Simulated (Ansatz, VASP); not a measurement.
**Two plane-wave programs on Ge**

INCAR

```
SYSTEM = Ge
ALGO = Normal ; EDIFF = 1E-7
ENCUT = 520 ; GGA = PE
ISIF = 2 ; ISMEAR = -1
LASPH = .TRUE. ; LCHARG = .FALSE.
LREAL = .FALSE. ; LWAVE = .FALSE.
NBANDS = 21 ; NELM = 80
PREC = Accurate ; SIGMA = 0.05
```

File KPOINTS:

```
k-points
0
G
  11 11 11
  0 0 0
```

POSCAR

```
Ge
1.0
   -2.5448496043      2.7028539053      1.4651295863
    2.5448496043     -2.7028539053      1.4651295863
    2.5448496043      2.7028539053     -1.4651295863
Ge
2
Direct
    0.3140570000      0.0640570000      0.2500000000
    0.6859430000      0.9359430000      0.7500000000
```

File input.yaml:

```yaml
crystal:
  lattice:
    - [-2.5448496043, 2.7028539053, 1.4651295863]
    - [2.5448496043, -2.7028539053, 1.4651295863]
    - [2.5448496043, 2.7028539053, -1.4651295863]
  atoms:
    - { symbol: Ge, position: [0.314057, 0.064057, 0.25] }
    - { symbol: Ge, position: [0.685943, 0.935943, 0.75] }
hamiltonian:
  xc: pbe
  pseudopotentials: { kind: paw }
kpoints:
  mp_grid: { grid: [11, 11, 11] }
scf:
  occupations: { method: fermi_dirac, width: 0.05 }
output:
  forces: true
  stress: true
  eigenvalues: true
```

Change from the starting cell: volume scaled by 1.06.

Alike in both runs: task single point; functional PBE; k mesh 11 × 11 × 11; occupations fermi-dirac, width 0.05 eV; no spin polarisation.

|  | VASP | Ansatz |
| --- | --- | --- |
| version | VASP 6.6.1 | Ansatz 0.2.0 |
| potentials or method | VASP PAW PBE potentials, release 64 (Ge_d) | Ansatz PAW |
| plane-wave cutoff (eV) | 520 | 420 |
| valence electrons in the cell | 28 | 28 |

Ansatz gave:

```
gap on the k mesh at the Fermi level (eV)       : none
pressure (GPa)                                  : -2.6
largest component of the traceless stress (GPa) : 0.95
rms of the force components (eV/Å)              : 0.034
```

Q: What did VASP give for the same quantities?

A: gap on the k mesh at the Fermi level (eV): none; pressure (GPa): -2.5; largest component of the traceless stress (GPa): 0.95; rms of the force components (eV/Å): 0.034.

Atom by atom the forces differ by 0.000 eV/Å (rms over components). A gap of «none» marks a metal or a gap that the smearing closes. The functional is the same, so the differences come from potentials, cutoffs and numerics.
